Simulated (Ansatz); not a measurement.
# InAs: how the settings move a single-point run

How sensitive is a single-point run of InAs to its settings? A reference run comes first, then two runs with altered input. The cell is built on a prototype (h-MgO type) and needn't be the phase found in nature.

Computed with Ansatz 0.2.0 (reference: DFT, HSE06, plane waves, PAW, unless a step's input says otherwise).

1 further run of the same task is left out (for a known fault of the program).

## (1) Starting point

The structure is hexagonal, space group P6_3/mmc (No. 194). The conventional cell has a = 4.608 Å, b = 4.608 Å, c = 5.996 Å, α = 90.00°, β = 90.00°, γ = 120.00°. Around In (site symmetry -6m2) lie 5 As at 2.66 to 3.00 Å. Around As (site symmetry -6m2) lie 5 In at 2.66 to 3.00 Å.

Coordinates:

```
CELL_PARAMETERS angstrom
4.60763 0.00000 0.00000
-2.30382 3.99033 0.00000
0.00000 0.00000 5.99624
ATOMIC_POSITIONS crystal
In 0.33333 0.66667 0.25000
In 0.66667 0.33333 0.75000
As 0.66667 0.33333 0.25000
As 0.33333 0.66667 0.75000
```

## (2) Reference

File input.yaml:

```yaml
crystal:
  lattice:
    - [4.6076318978, 0.0, 0.0]
    - [-2.3038159489, 3.9903262748, 0.0]
    - [0.0, 0.0, 5.9962437785]
  atoms:
    - { symbol: In, position: [0.3333333333, 0.6666666667, 0.25] }
    - { symbol: In, position: [0.6666666667, 0.3333333333, 0.75] }
    - { symbol: As, position: [0.6666666667, 0.3333333333, 0.25] }
    - { symbol: As, position: [0.3333333333, 0.6666666667, 0.75] }
kpoints:
  mp_grid: { grid: [6, 6, 2] }
hamiltonian:
  xc: hse06
scf:
  occupations: { method: fermi_dirac, width: 0.02 }
  n_extra_bands: 5
output:
  forces: true
  stress: true
  eigenvalues: true
  write_density: true
  write_potential: true
  elf: true
  volumetric_format: npy
```

Launch:

```bash
$ ansatz run input.yaml --threads 4 --pin off --max-ram 3686MiB --backend cpu --events-out ev --progress --plain --runs-dir out
```

What it wrote, cut to the lines that bear on the results:

```text
Warning: output.stress: scf.convergence.dr2_threshold = 1e-7 eV (the SCF's general default) is looser than the 4e-10 eV advised for a printed stress (1e-10 eV for each atom of the cell: 4). What an SCF threshold leaves in a stress goes as its square root, and in the free energy as the [...]
Warning: output.stress: scf.exx.energy_threshold = 1e-6 eV is looser than the 4e-8 eV advised for a stress under a hybrid functional (1e-8 eV for each atom of the cell: 4). Every SCF of the exchange loop can meet its threshold on dr2 while the loop round them stops early: no threshold on [...]
Warning: RAYON_NUM_THREADS=4 ignored (pool sized by the plan → 4); use --threads N
scf.n_extra_bands = 5 over 28 filled bands (N_el = 56.0): the run solves 33 bands
[...]
Pseudopotentials: kind: paw
Pseudopotential: In, paw, valence charge 13, recommended cutoff 420 eV (normal), In.paw.azcp
Pseudopotential: As, paw, valence charge 15, recommended cutoff 420 eV (normal), As.paw.azcp
Functional definition: HSE06
[...]
Crystal: 4 atoms, lattice volume = 110.247 Å³
Basis set: ecut = 420 eV, 2187 PW (Γ), exchange–correlation on 64×64×90 points (8 copies of the dense FFT grid, shifted against one another)
Bands: 33, of which v1, the nominal top of the filled ones, is band 28 counted from 1 (27 counted from 0)
Symmetry: 24 space group operations
Space group: P63/mmc (ITA 194), of the structure as read, at distance tolerance 4.8e-5 Å
k-points: 14 of 72
[...]
SCF iter   1: F=—  HF=-20907.908462 eV  |F-HF|=—  |Δ(HF+E_count)|=         —  Δρ=1.93e-3  dr2=4.86e-3  ethr=1.77e-3  ⟨swp⟩=7.7  Hψ=1859  notcnv=0
[...]
Frozen-core exchange: fock
[...]
SCF 2 stopped early in 6 iterations: F = -20918.112842 eV  dr2 = 6.96e-6
hybrid outer 1: dexx = +2.625e-2 eV, tail = 1.32e-4 eV
[...]
Frozen-core exchange: fock
[...]
SCF iter   5: F=-20918.113112 eV  HF=-20918.113112 eV  |F-HF|=2.22e-9  |Δ(HF+E_count)|=   6.65e-8  Δρ=2.02e-6  dr2=4.52e-9  ethr=2.83e-11  ⟨swp⟩=5.0  Hψ=1396  notcnv=0
[...]
hybrid outer 2: dexx = +2.998e-6 eV, tail = 5.16e-8 eV, Δε = 2.27e-3 eV (about 7.68e-5 eV left of the loop's levels)
hybrid SCF converged: 2 outer / 11 inner (+8 warm-up), last move |dexx| = 3.00e-6 eV, tail = 5.16e-8 eV
Stability not checked: this state was not tested for a lower state beside it, because the functional holds exact exchange (a hybrid, or Hartree-Fock), whose exchange loop this test does not read (fock_operator; see scf.lower_state_search)
Free energy (F): -20918.113112 eV
Frozen-core exchange: fock
[...]
E sigma→0 (E₀):  -20918.110985 eV
Entropy (-TS):   -0.004254 eV (-1.063 meV/atom)
Fermi energy:    7.660069 eV
[...]
--- Forces (eV/Å), atoms counted from 1 ---
  atom   1  In    -0.00000000    -0.00000000     0.00000000
  atom   2  In     0.00000000     0.00000000     0.00000000
  atom   3  As     0.00000000     0.00000000     0.00000000
  atom   4  As     0.00000000     0.00000000     0.00000000
[...]
--- Stress (GPa, compression-positive) ---
        0.549741       0.000000       0.000000
        0.000000       0.549741       0.000000
        0.000000       0.000000      -0.824923
  P = ⅓ Tr σ = 0.0915 GPa (0.915 kbar)
--- Band table (eV; the first three rows and the last of 14) ---
[...]
```

It took 30 s on 4 threads of an Arm CPU, shared host; peak memory 2 GiB.

## (3) Variant: xc pbe0

Edit input.yaml of step 2 so:

```diff
@@ -13,3 +13,3 @@
 hamiltonian:
-  xc: hse06
+  xc: pbe0
 scf:
@@ -21,5 +21 @@
   eigenvalues: true
-  write_density: true
-  write_potential: true
-  elf: true
-  volumetric_format: npy
```

Launch:

```bash
$ ansatz run input.yaml --threads 4 --pin off --max-ram 3686MiB --backend cpu --events-out ev --progress --plain --runs-dir out
```

What it wrote, cut to the lines that bear on the results:

```text
Warning: output.stress: scf.convergence.dr2_threshold = 1e-7 eV (the SCF's general default) is looser than the 4e-10 eV advised for a printed stress (1e-10 eV for each atom of the cell: 4). What an SCF threshold leaves in a stress goes as its square root, and in the free energy as the [...]
Warning: output.stress: scf.exx.energy_threshold = 1e-6 eV is looser than the 4e-8 eV advised for a stress under a hybrid functional (1e-8 eV for each atom of the cell: 4). Every SCF of the exchange loop can meet its threshold on dr2 while the loop round them stops early: no threshold on [...]
Warning: RAYON_NUM_THREADS=4 ignored (pool sized by the plan → 4); use --threads N
scf.n_extra_bands = 5 over 28 filled bands (N_el = 56.0): the run solves 33 bands
[...]
Pseudopotentials: kind: paw
Pseudopotential: In, paw, valence charge 13, recommended cutoff 420 eV (normal), In.paw.azcp
Pseudopotential: As, paw, valence charge 15, recommended cutoff 420 eV (normal), As.paw.azcp
Functional definition: PBE0
[...]
Crystal: 4 atoms, lattice volume = 110.247 Å³
Basis set: ecut = 420 eV, 2187 PW (Γ), exchange–correlation on 64×64×90 points (8 copies of the dense FFT grid, shifted against one another)
[...]
SCF iter   2: F=-20916.570723 eV  HF=-20916.570723 eV  |F-HF|=1.46e-11  |Δ(HF+E_count)|=  1.53e-10  Δρ=2.27e-7  dr2=2.26e-10  ethr=2.04e-12  ⟨swp⟩=4.1  Hψ=1235  notcnv=0
[...]
hybrid outer 5: dexx = +7.164e-10 eV, tail = 4.87e-10 eV, Δε = 3.90e-5 eV (about 1.51e-5 eV left of the loop's levels), ΔF = 5.55e-17 eV/Å (tail 2.01e-4)
hybrid SCF converged: 5 outer / 27 inner (+8 warm-up), last move |dexx| = 7.16e-10 eV, tail = 4.87e-10 eV
Stability not checked: this state was not tested for a lower state beside it, because the functional holds exact exchange (a hybrid, or Hartree-Fock), whose exchange loop this test does not read (fock_operator; see scf.lower_state_search)
Free energy (F): -20916.570723 eV
Frozen-core exchange: fock
[...]
E sigma→0 (E₀):  -20916.569662 eV
Entropy (-TS):   -0.002122 eV (-0.531 meV/atom)
Fermi energy:    7.581289 eV
[...]
--- Forces (eV/Å), atoms counted from 1 ---
  atom   1  In    -0.00000000    -0.00000000     0.00000000
  atom   2  In     0.00000000     0.00000000     0.00000000
  atom   3  As    -0.00000000    -0.00000000     0.00000000
  atom   4  As    -0.00000000     0.00000000     0.00000000
[...]
--- Stress (GPa, compression-positive) ---
       -0.168455       0.000000       0.000000
        0.000000      -0.168455       0.000000
        0.000000       0.000000      -0.361391
  P = ⅓ Tr σ = -0.2328 GPa (-2.328 kbar)
--- Band table (eV; the first three rows and the last of 14) ---
[...]
```

Run time: 44 s. Hardware: 4 threads of an Arm CPU, shared host; peak memory 2 GiB.

Total energies don't compare across a change of functional; the pressure goes from 0.1 to -0.2 GPa.

## (4) Changing settings: occupations.method gaussian, occupations.width 0.5

Edit input.yaml of step 2 so:

```diff
@@ -15,3 +15,3 @@
 scf:
-  occupations: { method: fermi_dirac, width: 0.02 }
+  occupations: { method: gaussian, width: 0.5 }
   n_extra_bands: 5
@@ -21,5 +21 @@
   eigenvalues: true
-  write_density: true
-  write_potential: true
-  elf: true
-  volumetric_format: npy
```

Launch:

```bash
$ ansatz run input.yaml --threads 4 --pin off --max-ram 3686MiB --backend cpu --events-out ev --progress --plain --runs-dir out
```

What it wrote, cut to the lines that bear on the results:

```text
Warning: output.stress: scf.convergence.dr2_threshold = 1e-7 eV (the SCF's general default) is looser than the 4e-10 eV advised for a printed stress (1e-10 eV for each atom of the cell: 4). What an SCF threshold leaves in a stress goes as its square root, and in the free energy as the [...]
Warning: output.stress: scf.exx.energy_threshold = 1e-6 eV is looser than the 4e-8 eV advised for a stress under a hybrid functional (1e-8 eV for each atom of the cell: 4). Every SCF of the exchange loop can meet its threshold on dr2 while the loop round them stops early: no threshold on [...]
Warning: RAYON_NUM_THREADS=4 ignored (pool sized by the plan → 4); use --threads N
scf.n_extra_bands = 5 over 28 filled bands (N_el = 56.0): the run solves 33 bands
[...]
Pseudopotentials: kind: paw
Pseudopotential: In, paw, valence charge 13, recommended cutoff 420 eV (normal), In.paw.azcp
Pseudopotential: As, paw, valence charge 15, recommended cutoff 420 eV (normal), As.paw.azcp
Functional definition: HSE06
[...]
Crystal: 4 atoms, lattice volume = 110.247 Å³
Basis set: ecut = 420 eV, 2187 PW (Γ), exchange–correlation on 64×64×90 points (8 copies of the dense FFT grid, shifted against one another)
[...]
Frozen-core exchange: fock
[...]
SCF iter   6: F=-20918.207026 eV  HF=-20918.207026 eV  |F-HF|=1.56e-9  |Δ(HF+E_count)|=   2.29e-9  Δρ=2.99e-6  dr2=7.46e-9  ethr=3.49e-11  ⟨swp⟩=3.1  Hψ=943  notcnv=0  defer=4
[...]
hybrid outer 2: dexx = +2.250e-6 eV, tail = 6.35e-8 eV, Δε = 4.72e-3 eV (about 1.84e-4 eV left of the loop's levels)
hybrid SCF converged: 2 outer / 13 inner (+10 warm-up), last move |dexx| = 2.25e-6 eV, tail = 6.35e-8 eV
Stability not checked: this state was not tested for a lower state beside it, because the functional holds exact exchange (a hybrid, or Hartree-Fock), whose exchange loop this test does not read (fock_operator; see scf.lower_state_search)
Free energy (F): -20918.207027 eV
Frozen-core exchange: fock
[...]
E sigma→0 (E₀):  -20918.122739 eV
Entropy (-TS):   -0.168576 eV (-42.144 meV/atom)
Fermi energy:    7.885340 eV
[...]
--- Forces (eV/Å), atoms counted from 1 ---
  atom   1  In     0.00000000    -0.00000000     0.00000000
  atom   2  In     0.00000000     0.00000000     0.00000000
  atom   3  As     0.00000000    -0.00000000     0.00000000
  atom   4  As     0.00000000     0.00000000     0.00000000
[...]
--- Stress (GPa, compression-positive) ---
        0.975686       0.000000       0.000000
        0.000000       0.975686       0.000000
        0.000000       0.000000      -1.028893
  P = ⅓ Tr σ = 0.3075 GPa (3.075 kbar)
--- Band table (eV; the first three rows and the last of 14) ---
[...]
```

It took 31 s on 4 threads of an Arm CPU, shared host; peak memory 2 GiB.

Changing the smearing moves the energy by -2.9 meV/atom (σ→0 values).

## (5) Side by side

```
                                                  run     ending        energy change  pressure (GPa)  gap (eV)  force (eV/Å)  cycles  time
                                            reference  converged                    0             0.1      0.00          0.00      19  30 s
                                           1: xc pbe0  converged       not comparable            -0.2      0.00          0.00      35  44 s
2: occupations.method gaussian, occupations.width 0.5  converged  -2.9 meV/atom (σ→0)             0.3      0.00          0.00       -  31 s
```

Times don't compare one to one where runs were asked for different outputs or read a saved state (see the inputs); cycles may leave out searches for a lower state.

Residual by cycle in the longest SCF loop of each run; runs are numbered as in the table. The quantity is the density residual dr2, in eV.

```
cycle  reference   run 1    run 2
    1    0.00486  1.6e-5  0.00861
    2     4.6e-4  6.9e-6  0.00365
    3     8.2e-5  6.8e-6   6.5e-4
    4     3.3e-6  1.1e-6   1.8e-4
    5     4.2e-7  1.1e-7   5.2e-5
    6     9.2e-9  6.6e-8   5.9e-6
    7     1.1e-9  6.5e-8   5.1e-7
    8    6.3e-11  2.4e-8   6.4e-8
    9          -  3.4e-9   5.6e-9
   10          -       -  3.7e-10
```

**Reading.** «occupations.method gaussian, occupations.width 0.5» moves the energy by -2.9 meV/atom.
